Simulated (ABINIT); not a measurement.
The system is BN.

```
N B
1.0
     0.00000    1.81300    1.81300
     1.81300    0.00000    1.81300
     1.81300    1.81300    0.00000
N B
1 1
Direct
  0.25000 0.25000 0.25000
  0.00000 0.00000 0.00000
```

The cell is a database's computed one.

Base run:

```yaml
Program: ABINIT 10.8.3 (patched build)
Functional: PBE0
Potentials_or_basis: PseudoDojo NC SR PBE v0.4.1 standard
Cutoff: 952 eV
k_mesh: 8 × 8 × 8
Occupations: fixed
Spin: no spin polarisation
```

Its results: band gap on the k mesh 6.58 eV, indirect (least direct gap 11.30 eV); pressure -10.7 GPa.

**Question.** The run is repeated on the same cell with these changes: functional from PBE0 to PBE. What comes out?

**Answer.** Band gap on the k mesh 4.52 eV, indirect (least direct gap 8.83 eV); pressure -2.0 GPa.

PBE0 gives the wider gap, since exact exchange removes part of the self-interaction.

Caveats: the potentials were made for another functional, which shifts forces and pressure (some runs).

A k mesh can miss the band edges.
